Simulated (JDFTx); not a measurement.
# Ca (P6_3/mmc) in JDFTx: equation of state

How stiff is Ca in PBE, and what volume does it want? The cell is scaled to several volumes.

Program: JDFTx 1.7.0 (patched build). These are calculated values, not measurements. Logs are shortened: lines on timing, memory, paths and dates and some standing lists are left out, and cuts for length are marked. The log counts tension as positive stress, the text compression.

**1. The structure**

The structure is hexagonal, space group P6_3/mmc (No. 194). The conventional cell has a = 3.980 Å, b = 3.980 Å, c = 6.520 Å, α = 90.00°, β = 90.00°, γ = 120.00°. Ca (site symmetry -6m2) has 12 Ca at 3.98 to 3.99 Å as nearest neighbours.

This isn't the form of Ca at room conditions, which is fcc.

**2. Equation of state, PBE, 42.04 Å³/atom (volume scaled by 0.94)**

Input file Ca.in:

```
lattice \
    7.3675748546    -3.6837874272     0.0000000000 \
    0.0000000000     6.3805069885     0.0000000000 \
    0.0000000000     0.0000000000    12.0694944854
coords-type Lattice
ion Ca     0.6666666667     0.3333333333     0.7500000000 1
ion Ca     0.3333333333     0.6666666667     0.2500000000 1

ion-species pseudo/Ca.upf
elec-cutoff 34 272
elec-ex-corr gga-PBE
kpoint-folding 8 8 4
elec-smearing Fermi 0.0018374661
elec-n-bands 16
electronic-SCF nIterations 100 energyDiffThreshold 1e-09
electronic-minimize nIterations 30 energyDiffThreshold 1e-7
forces-output-coords Cartesian

dump-name run.$VAR
dump End Ecomponents EigStats BandEigs Kpoints Forces Stress ElecDensity Dtot KEdensity
```

Potentials or basis: PseudoDojo-SR-PBE-0.5-standard with smoothed tails.

Started as:

```bash
$ jdftx -c 1 -i Ca.in -o Ca.out
```

The log of the run:

```text
*************** JDFTx 1.7.0 (patched build) ***************

Input parsed successfully to the following command list (including defaults):
[... the input with its defaults ...]

---------- Setting up symmetries ----------

Found 24 point-group symmetries of the bravais lattice
Found 24 space-group symmetries with basis
Applied RMS atom displacement 4.25367e-10 bohrs to make symmetries exact.

---------- Initializing the Grid ----------
R =
[      7.36757     -3.68379            0  ]
[            0      6.38051            0  ]
[            0            0      12.0695  ]
unit cell volume = 567.373
G =
[   0.852816   0.492374         -0  ]
[          0   0.984747          0  ]
[          0         -0   0.520584  ]
Minimum fftbox size, Smin = [  56  56  92  ]
Chosen fftbox size, S = [  56  56  96  ]

---------- Initializing tighter grid for wavefunction operations ----------
R =
[      7.36757     -3.68379            0  ]
[            0      6.38051            0  ]
[            0            0      12.0695  ]
unit cell volume = 567.373
G =
[   0.852816   0.492374         -0  ]
[          0   0.984747          0  ]
[          0         -0   0.520584  ]
Minimum fftbox size, Smin = [  40  40  64  ]
Chosen fftbox size, S = [  40  40  64  ]

---------- Exchange Correlation functional ----------
Initalized PBE GGA exchange.
Initalized PBE GGA correlation.

---------- Setting up pseudopotentials ----------
Width of ionic core gaussian charges (only for fluid interactions / plotting) set to 0

Reading pseudopotential file 'pseudo/Ca.upf':
  'Ca' pseudopotential, 'PBE' functional
  Generated using ONCVPSP code by D. R. Hamann
  10 valence electrons, 3 orbitals, 6 projectors, 1001 radial grid points, with lMax = 2
    3S    l: 0   occupation:  2.0   eigenvalue: -1.730591
    3P    l: 1   occupation:  6.0   eigenvalue: -1.029278
    4S    l: 0   occupation:  2.0   eigenvalue: -0.138412
  Core radius for overlap checks: 1.78 bohrs.

Initialized 1 species with 2 total atoms.

Folded 1 k-points by 8x8x4 to 256 k-points.

---------- Setting up k-points, bands, fillings ----------
Reduced to 30 k-points under symmetry.
Computing the number of bands and number of electrons
Calculating initial fillings.
nElectrons:  20.000000   nBands: 16   nStates: 30

----- Setting up reduced wavefunction bases (one per k-point) -----
average nbasis = 5372.559 , ideal nbasis = 5372.559

---------- Setting up ewald sum ----------
Optimum gaussian width for ewald sums = 2.942352 bohr.
Real space sum over 1521 unit cells with max indices [  6  6  4  ]
Reciprocal space sum over 2057 terms with max indices [  5  5  8  ]

---------- Allocating electronic variables ----------
Initializing wave functions:  linear combination of atomic orbitals
Note: number of bands (16) exceeds available atomic orbitals (10)
Ca pseudo-atom occupations:   s ( 2 2 )  p ( 6 )
	FillingsUpdate:  mu: +0.323883611  nElectrons: 20.000000
LCAOMinimize: Iter:   0  F: -73.6186961403673621  |grad|_K:  2.865e-05  alpha:  1.000e+00
	FillingsUpdate:  mu: +0.323874677  nElectrons: 20.000000
LCAOMinimize: Iter:   1  F: -73.6186990974330371  |grad|_K:  1.358e-06  alpha:  9.379e-01  linmin:  2.533e-03  cgtest: -1.994e-02
	FillingsUpdate:  mu: +0.323875231  nElectrons: 20.000000
LCAOMinimize: Iter:   2  F: -73.6186991042977610  |grad|_K:  4.175e-08  alpha:  9.704e-01  linmin:  1.134e-04  cgtest:  4.311e-02
LCAOMinimize: Encountered beta<0, resetting CG.
	FillingsUpdate:  mu: +0.323875239  nElectrons: 20.000000
LCAOMinimize: Iter:   3  F: -73.6186991043046390  |grad|_K:  1.822e-09  alpha:  9.261e-01  linmin: -2.989e-01  cgtest:  7.893e-01
LCAOMinimize: Encountered beta<0, resetting CG.
LCAOMinimize: Converged (|Delta F|<1.000000e-06 for 2 iters).

-------- Electronic minimization -----------
Will mix electronic density at each iteration.
	FillingsUpdate:  mu: +0.323875239  nElectrons: 20.000000
	FillingsUpdate:  mu: +0.201532484  nElectrons: 20.000000
SCF: Cycle:  0   F: -73.761302372181831   dF: -1.426e-01   |Residual|: 2.757e-02   |deigs|: 1.349e-01
	FillingsUpdate:  mu: +0.193136353  nElectrons: 20.000000
SCF: Cycle:  1   F: -73.775903184472924   dF: -1.460e-02   |Residual|: 1.511e-02   |deigs|: 2.538e-02
	FillingsUpdate:  mu: +0.188483790  nElectrons: 20.000000
SCF: Cycle:  2   F: -73.783911063096681   dF: -8.008e-03   |Residual|: 8.566e-03   |deigs|: 1.306e-02
	FillingsUpdate:  mu: +0.187186099  nElectrons: 20.000000
SCF: Cycle:  3   F: -73.787452050165584   dF: -3.541e-03   |Residual|: 5.638e-03   |deigs|: 6.462e-03
	FillingsUpdate:  mu: +0.186197345  nElectrons: 20.000000
SCF: Cycle:  4   F: -73.789083996634560   dF: -1.632e-03   |Residual|: 6.599e-03   |deigs|: 2.589e-03
	FillingsUpdate:  mu: +0.184915333  nElectrons: 20.000000
SCF: Cycle:  5   F: -73.789550876691067   dF: -4.669e-04   |Residual|: 1.431e-02   |deigs|: 4.535e-03
	FillingsUpdate:  mu: +0.187497191  nElectrons: 20.000000
SCF: Cycle:  6   F: -73.789905588400217   dF: -3.547e-04   |Residual|: 8.610e-03   |deigs|: 1.181e-02
	FillingsUpdate:  mu: +0.187255937  nElectrons: 20.000000
SCF: Cycle:  7   F: -73.790030233688881   dF: -1.246e-04   |Residual|: 6.726e-03   |deigs|: 1.025e-03
	FillingsUpdate:  mu: +0.186808935  nElectrons: 20.000000
SCF: Cycle:  8   F: -73.790127784974999   dF: -9.755e-05   |Residual|: 2.708e-03   |deigs|: 1.976e-03
	FillingsUpdate:  mu: +0.186523671  nElectrons: 20.000000
SCF: Cycle:  9   F: -73.790167118126618   dF: -3.933e-05   |Residual|: 2.515e-04   |deigs|: 1.180e-03
	FillingsUpdate:  mu: +0.186478789  nElectrons: 20.000000
SCF: Cycle: 10   F: -73.790184080895969   dF: -1.696e-05   |Residual|: 3.820e-04   |deigs|: 2.872e-04
	FillingsUpdate:  mu: +0.186449590  nElectrons: 20.000000
SCF: Cycle: 11   F: -73.790190820764650   dF: -6.740e-06   |Residual|: 7.660e-04   |deigs|: 2.674e-04
	FillingsUpdate:  mu: +0.186498757  nElectrons: 20.000000
SCF: Cycle: 12   F: -73.790194570495586   dF: -3.750e-06   |Residual|: 3.773e-04   |deigs|: 2.742e-04
	FillingsUpdate:  mu: +0.186576036  nElectrons: 20.000000
SCF: Cycle: 13   F: -73.790196281132168   dF: -1.711e-06   |Residual|: 3.475e-04   |deigs|: 3.738e-04
	FillingsUpdate:  mu: +0.186539842  nElectrons: 20.000000
SCF: Cycle: 14   F: -73.790197449190117   dF: -1.168e-06   |Residual|: 6.666e-05   |deigs|: 2.797e-04
	FillingsUpdate:  mu: +0.186553475  nElectrons: 20.000000
SCF: Cycle: 15   F: -73.790198034755647   dF: -5.856e-07   |Residual|: 8.397e-05   |deigs|: 1.729e-04
	FillingsUpdate:  mu: +0.186543574  nElectrons: 20.000000
SCF: Cycle: 16   F: -73.790198420026726   dF: -3.853e-07   |Residual|: 5.593e-05   |deigs|: 1.778e-04
	FillingsUpdate:  mu: +0.186540718  nElectrons: 20.000000
SCF: Cycle: 17   F: -73.790198654656976   dF: -2.346e-07   |Residual|: 8.090e-05   |deigs|: 1.562e-04
	FillingsUpdate:  mu: +0.186546779  nElectrons: 20.000000
SCF: Cycle: 18   F: -73.790198792652603   dF: -1.380e-07   |Residual|: 3.575e-05   |deigs|: 1.415e-04
	FillingsUpdate:  mu: +0.186547572  nElectrons: 20.000000
SCF: Cycle: 19   F: -73.790198874853743   dF: -8.220e-08   |Residual|: 3.532e-05   |deigs|: 1.571e-04
	FillingsUpdate:  mu: +0.186548346  nElectrons: 20.000000
SCF: Cycle: 20   F: -73.790198925049509   dF: -5.020e-08   |Residual|: 3.313e-05   |deigs|: 1.588e-04
	FillingsUpdate:  mu: +0.186552373  nElectrons: 20.000000
SCF: Cycle: 21   F: -73.790198956277678   dF: -3.123e-08   |Residual|: 1.202e-05   |deigs|: 1.331e-04
	FillingsUpdate:  mu: +0.186552353  nElectrons: 20.000000
SCF: Cycle: 22   F: -73.790198976105003   dF: -1.983e-08   |Residual|: 1.037e-05   |deigs|: 1.341e-04
	FillingsUpdate:  mu: +0.186552334  nElectrons: 20.000000
SCF: Cycle: 23   F: -73.790198988518213   dF: -1.241e-08   |Residual|: 8.265e-06   |deigs|: 1.254e-04
	FillingsUpdate:  mu: +0.186552329  nElectrons: 20.000000
SCF: Cycle: 24   F: -73.790198996804904   dF: -8.287e-09   |Residual|: 1.158e-05   |deigs|: 1.153e-04
	FillingsUpdate:  mu: +0.186552510  nElectrons: 20.000000
SCF: Cycle: 25   F: -73.790199002909205   dF: -6.104e-09   |Residual|: 3.089e-06   |deigs|: 1.073e-04
	FillingsUpdate:  mu: +0.186552458  nElectrons: 20.000000
SCF: Cycle: 26   F: -73.790199006407903   dF: -3.499e-09   |Residual|: 2.787e-06   |deigs|: 9.346e-05
	FillingsUpdate:  mu: +0.186552680  nElectrons: 20.000000
SCF: Cycle: 27   F: -73.790199008598051   dF: -2.190e-09   |Residual|: 9.941e-07   |deigs|: 8.422e-05
	FillingsUpdate:  mu: +0.186552544  nElectrons: 20.000000
SCF: Cycle: 28   F: -73.790199010019705   dF: -1.422e-09   |Residual|: 2.087e-06   |deigs|: 6.545e-05
	FillingsUpdate:  mu: +0.186552647  nElectrons: 20.000000
SCF: Cycle: 29   F: -73.790199010988829   dF: -9.691e-10   |Residual|: 1.179e-06   |deigs|: 5.739e-05
	FillingsUpdate:  mu: +0.186552695  nElectrons: 20.000000
SCF: Cycle: 30   F: -73.790199011641874   dF: -6.530e-10   |Residual|: 8.353e-07   |deigs|: 4.820e-05
SCF: Converged (|Delta E|<1.000000e-09 for 2 iters).

Setting wave functions to eigenvectors of Hamiltonian

# Stress tensor in Cartesian coordinates [Eh/a0^3]:
[ -4.37206e-08            0            0  ]
[            0 -4.37206e-08            0  ]
[            0            0  -1.3435e-05  ]

# Ionic positions in lattice coordinates:
ion Ca   0.666666666666667   0.333333333333333   0.750000000000000 1
ion Ca   0.333333333333333   0.666666666666667   0.250000000000000 1

# Forces in Cartesian coordinates:
force Ca   0.000000000000000  -0.000000000000000   0.000000000000000 1
force Ca   0.000000000000000  -0.000000000000000   0.000000000000000 1

# Energy components:
   Eewald =      -43.9551202019919529
       EH =       19.8375277603729252
     Eloc =      -71.7101774167416295
      Enl =        6.6207509051653624
      Exc =      -14.5821117557842737
 Exc_core =        3.6346421827366733
       KE =       26.3648635111944820
-------------------------------------
     Etot =      -73.7896250150484008
       TS =        0.0005739965934736
-------------------------------------
        F =      -73.7901990116418744

IonicMinimize: Iter:   0  F: -73.790199011641874  |grad|_K:       -nan
IonicMinimize: None of the convergence criteria satisfied after 0 iterations.

#--- Lowdin population analysis ---
# oxidation-state Ca +0.486 +0.486

Dumping 'run.eigStats' ...
	eMin: -1.359351 at state 0 ( [ +0.000000 +0.000000 +0.000000 ] spin 0 )
	HOMO: +0.183196 at state 6 ( [ +0.000000 +0.250000 +0.000000 ] spin 0 )
	mu  : +0.186553
	LUMO: +0.187786 at state 18 ( [ +0.125000 +0.250000 +0.000000 ] spin 0 )
	eMax: +0.339092 at state 12 ( [ +0.000000 +0.500000 +0.000000 ] spin 0 )
	HOMO-LUMO gap: +0.004591
	Optical gap  : +0.012264 at state 29 ( [ +0.250000 +0.375000 +0.500000 ] spin 0 )
Done!
[note: the HOMO, LUMO and gaps printed at the end count levels as full or empty at half filling, so they show a gap where a level is partly filled]
```

It took 3.3 min on 1 thread of AMD EPYC 7R43 (Zen 3), shared host; peak memory 0.21 GiB.

Results:

| Item | Value |
| --- | --- |
| Free energy | -2007.9336 eV |
| Pressure | 0.1 GPa |
| Band gap on the k mesh | none (metal or under the smearing width) |

Caveat: the cell was measured hot, at 723 K.

(Part 1 of 2 ends here.)
